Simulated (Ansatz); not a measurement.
Crystal: Os, diamond type, 2 atoms in the cell.

Method: PBE, plane waves, PAW datasets (generated soft set 1) (Ansatz).

Cutoff 420 eV; k-mesh 34×34×34 Γ-centred; Fermi–Dirac smearing of 0.0612 eV; no spin polarisation; no spin–orbit coupling.

The fit to the energies gives V₀ = 21.441 Å³/atom (a₀ = 5.556 Å), B₀ = 205 GPa, B₀′ = 4.63.

Problem. What pressure does the program print at V = 20.606 Å³/atom, and how far above the lowest computed point (V = 21.465 Å³/atom) does the energy lie?

Solution. 8.93 GPa and 22.41 meV/atom. All points:

```json
{"V (Å³/atom)": "20.177", "a (Å)": "5.4448", "E − E(min) (meV/atom)": "53.45", "P (GPa)": "14.34"}
{"V (Å³/atom)": "20.606", "a (Å)": "5.4832", "E − E(min) (meV/atom)": "22.41", "P (GPa)": "8.93"}
{"V (Å³/atom)": "21.036", "a (Å)": "5.5210", "E − E(min) (meV/atom)": "5.07", "P (GPa)": "4.10"}
{"V (Å³/atom)": "21.465", "a (Å)": "5.5583", "E − E(min) (meV/atom)": "0.00", "P (GPa)": "-0.23"}
{"V (Å³/atom)": "21.894", "a (Å)": "5.5951", "E − E(min) (meV/atom)": "5.88", "P (GPa)": "-4.09"}
{"V (Å³/atom)": "22.324", "a (Å)": "5.6314", "E − E(min) (meV/atom)": "21.54", "P (GPa)": "-7.54"}
{"V (Å³/atom)": "22.753", "a (Å)": "5.6673", "E − E(min) (meV/atom)": "45.93", "P (GPa)": "-10.61"}
```

The published all-electron PBE values for this crystal (mean of FLEUR and WIEN2k, k-spacing 0.06 Å⁻¹; Bosoni et al., Nat. Rev. Phys. 6, 45 (2024)) are V₀ = 21.450 Å³/atom, B₀ = 204.7 GPa, B₀′ = 4.61.

The stress includes the program's correction for the finite plane-wave basis.

This cubic structure is a model: it isn't the usual form of the substance at ambient conditions, and such phases are metastable or hypothetical.
